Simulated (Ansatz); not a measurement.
The parent structure is CsPbI$_{3}$ in the cubic perovskite structure (space group Pm-3m, No. 221; a = 6.2473 Å).

Computed with PBEsol in Ansatz (plane waves to 420 eV, PAW, scalar-relativistic without spin-orbit coupling).

Base values:

```
Quantity                        Result
-----------------------------  -------
Shortest interatomic distance  3.124 Å
```

Now apply this change: a hydrostatic pressure of 18 GPa.

**Question.** What happens to the shortest interatomic distance?

**Answer.** The shortest interatomic distance shrinks by 0.390 Å, from 3.124 Å to 2.734 Å.

The mesh was chosen for an insulator and is coarse for the gapless case. Load acts through the strain it causes; cell and atoms are relaxed under it. Whether these cells are dynamically stable was not tested. Competing high-pressure phases were not computed. The final runs are not spin-polarised. Many cubic perovskites are stable only at high temperature; tilts and polar distortions were not tested. This is not the structure that CsPbI3 has at room temperature and ambient pressure.

Ansatz is a program for electronic structure.
